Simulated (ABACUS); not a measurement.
Crystal: BN.

```
CELL_PARAMETERS angstrom
0.00000 1.81300 1.81300
1.81300 0.00000 1.81300
1.81300 1.81300 0.00000
ATOMIC_POSITIONS crystal
N 0.25000 0.25000 0.25000
B 0.00000 0.00000 0.00000
```

The cell is a database's computed one.

| Property | Result |
| --- | --- |
| Program | ABACUS 3.10.1 |
| Task | relaxation of cell and atoms |
| Functional | HCTH407 |
| Potentials or basis | SSSP 1.3 efficiency PBE |
| Cutoff | 748 eV |
| Density cutoff | 5987 eV |
| Basis | plane waves |
| k mesh | 10 × 10 × 10 |
| Occupations | fermi-dirac, width 0.05 eV |
| Spin | no spin polarisation |

At the start: pressure -11.2 GPa; volume 5.96 Å³/atom.

Q: How do energy, volume and symmetry change on relaxing?

A: Over 3 steps the energy falls by 6.5 meV/atom and the volume is 5.78 Å³/atom (-3.1 %); space group F-43m (No. 216, to 0.05 Å).

Step by step:
| step | energy change (eV) | largest force (eV/Å) | pressure (GPa) | volume (Å³) |
| --- | --- | --- | --- | --- |
| 1 | 0.0000 | 0.0000 | -11.17 | 11.92 |
| 2 | 0.0011 | 0.0000 | 12.87 | 11.19 |
| 3 | -0.0131 | 0.0000 | -0.07 | 11.55 |

Final structure:
```
N B
1.0
     0.00000    1.79436    1.79436
     1.79436    0.00000    1.79436
     1.79436    1.79436    0.00000
N B
1 1
Direct
  0.25000 0.25000 0.25000
  0.00000 0.00000 0.00000
```

Caveat: the potentials were made for another functional, which shifts forces and pressure.
